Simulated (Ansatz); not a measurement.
Conduction electrons in Si (P6_3/mmc)

```
CELL_PARAMETERS angstrom
2.66071 0.00000 0.00000
-1.33036 2.30424 0.00000
0.00000 0.00000 4.55822
ATOMIC_POSITIONS crystal
Si 0.33333 0.66667 0.25000
Si 0.66667 0.33333 0.75000
```

Conventional cell: a = 2.661 Å, b = 2.661 Å, c = 4.558 Å, α = 90.00°, β = 90.00°, γ = 120.00°. Si (atom 1) has 12 Si at 2.66 to 2.75 Å as nearest neighbours.

Level of theory, where no other is named: PBEsol, all-electron LAPW in Ansatz 0.2.0, scalar-relativistic. k mesh 16×16×8, fine mesh 24×24×16, Fermi-Dirac smearing of 0.100 eV, basis error target 1 meV/atom. The cell was relaxed by PAW under this functional, which moved its volume by +30 % from the database entry's. This phase needn't be the one found at ambient conditions.

Levels and slopes are solved on a 24×24×16 mesh, and each state is taken as quadratic over its cell.

(1) What is the density of states at the Fermi level, and which bare Sommerfeld coefficient follows?

(2) What Drude plasma energy and σ/τ do the band velocities give?

(3) Which bands cross the Fermi level, and what do they carry?

(4) Map the plane k₃ = 0 of the mesh: how many bands lie under the Fermi level at each point, counted from the least on the plane?

(5) On PAW files the program sums the optical response inside the mesh cells, interband lines and its own Drude term. Where does ε₁ rise through zero (a sharp plasmon if ε₂ is small there), and how much light is reflected?

(6) What does PAW give for the same cell?

Answers

(1) N(E_F) = 0.401 states/eV/atom (both spins), so γ = (π²/3) k_B² N(E_F) = 0.944 mJ/(mol-atom K²) without electron-phonon or spin-fluctuation enhancement.

(2) (ħω_p,α)² = (e²/ε₀VN_k) Σ_nkσ (∂E/∂k_α)² δ(E − E_F) gives ħω_p = (15.54, 15.54, 13.31) eV along x, y, z, and σ/τ = ε₀ω_p² = 49.4×10²⁰ Ω⁻¹m⁻¹s⁻¹ along x. Weighted by the density of states, the mean Fermi speed is 1.65×10⁶ m/s; the surface has an area of 38.6 Å⁻² for each spin direction.

(3) 

```tsv
band	filled part	N (states/eV/cell)	speed (10⁶ m/s)	5th to 95th percentile	area (Å⁻²)	filling
1	0.94	0.102	1.94	1.56 to 2.22	5.79	nearly full
2	0.68	0.179	1.71	0.84 to 2.13	8.92	partly filled
3	0.29	0.338	1.62	0.55 to 2.13	15.9	partly filled
4	0.08	0.181	1.48	0.50 to 2.07	7.8	nearly empty
```

(4) k₁ runs to the right and k₂ upwards, each from −½ to ½ with 0 in the middle (the axes needn't be at right angles):
```
222112222112222232222322
221111222111122233222332
111111111111111133322333
211111110111111122221222
221111100001111122222222
222111000000011122222322
222110000000000112222332
222100000000000001222333
111110000000000001111122
211110000000000000111122
221111000000000000111122
321111000000000000011112
222111100000000000011112
222111100000000000001111
122111110000000000001111
233322210000000000000122
223322221100000000001122
222322222111000000011122
222222222111110000111112
222212222111111101111111
133322333111111111111111
223322233222111122211112
222322223222221122221122
322122222122322122222122
```

(5) 

```
Fine mesh                         : 24, 24, 16
Window top                        : 30 eV
Line width                        : 0.1 eV
Drude damping                     : 0.1 eV
ε₁ rises through zero at x        : 18.8 eV
ε₂ there x                        : 0.03
ε₁ rises through zero at z        : 18.84 eV
ε₂ there z                        : 0.04
Plasma energy (x, y, z)           : 15.48, 15.48, 13.61 eV
Reflectivity at 1 eV, x-polarised : 0.9324
Reflectivity at 2 eV, x-polarised : 0.9618
Reflectivity at 3 eV, x-polarised : 0.9663
```

The plasma energy here is the program's own sum at the run's smearing; it differs from the value above by up to 2 %, through mesh and smearing.

(6) N(E_F) = 0.401 states/eV/atom and ħω_p,x = 15.54 eV.

Keep in mind: these sums move with the mesh, by several per cent and more for small sheets; frozen-core PAW files fitted under PBE, their cores solved anew for the functional of the run.
